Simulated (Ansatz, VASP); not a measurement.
# One calculation of TaN, two programs

Contents of INCAR:

```
SYSTEM = TaN
PREC = Accurate ; ENCUT = 520
EDIFF = 1E-6 ; ISMEAR = 0
SIGMA = 0.15 ; LREAL = .False.
LASPH = .True. ; NELM = 60
ALGO = Normal ; ISIF = 2
LWAVE = .False. ; LCHARG = .True.
GGA = PE ; LELF = .True.
LVHAR = .True. ; NBANDS = 15
```

File KPOINTS:

```
Automatic mesh
0
Gamma
  8 8 8
  0 0 0
```

The input POSCAR:

```
TaN
1.0
    0.0000000000      2.1790000000      2.1790000000
    2.1790000000      0.0000000000      2.1790000000
    2.1790000000      2.1790000000      0.0000000000
Ta N
1 1
Direct
    0.4990192611      0.5025907389      0.4881407389
    0.0264700000      0.9971200000      0.9852200000
```

Input for Ansatz:

```yaml
crystal:
  lattice:
    - [0.0, 2.179, 2.179]
    - [2.179, 0.0, 2.179]
    - [2.179, 2.179, 0.0]
  atoms:
    - { symbol: Ta, position: [0.4990192611289582, 0.5025907388710418, 0.48814073887104176] }
    - { symbol: "N", position: [0.02647, 0.99712, 0.98522] }
basis:
  ecutwfc: 540.0
  xc_grid: 2
kpoints:
  mp_grid:
    grid: [8, 8, 8]
hamiltonian:
  xc: pbe
scf:
  convergence:
    dr2_threshold: 1.0e-09
  occupations:
    method: gaussian
    width: 0.15
output:
  forces: true
  stress: true
```

Alike in both runs: task single point; functional PBE; k mesh 8 × 8 × 8; occupations gaussian, width 0.15 eV; no spin polarisation.

```csv
,VASP,Ansatz
version,VASP 6.6.1,Ansatz 0.2.0
potentials or method,"VASP PAW PBE potentials, release 64 (Ta_pv, N)","plane waves, PAW"
plane-wave cutoff (eV),520,540
valence electrons in the cell,16,18
```

|  | VASP | Ansatz | Ansatz less VASP |
| --- | --- | --- | --- |
| pressure (GPa) | 16.8 | 15.8 | -0.98 |
| largest component of the traceless stress (GPa) | 0.80 | 0.80 | -0.003 |
| rms of the force components (eV/Å) | 0.445 | 0.444 | -0.0007 |

Atom by atom the forces differ by 0.001 eV/Å (rms over components). The two sets of potentials don't hold the same shells in valence. Ansatz warned: «stress_scf_threshold_loose».

Caveats: so large a pressure means that the cell lies far from this level's equilibrium, or that cutoff or potentials fall short (VASP). The runs have no spin-orbit coupling, so splittings on Ta are missing.
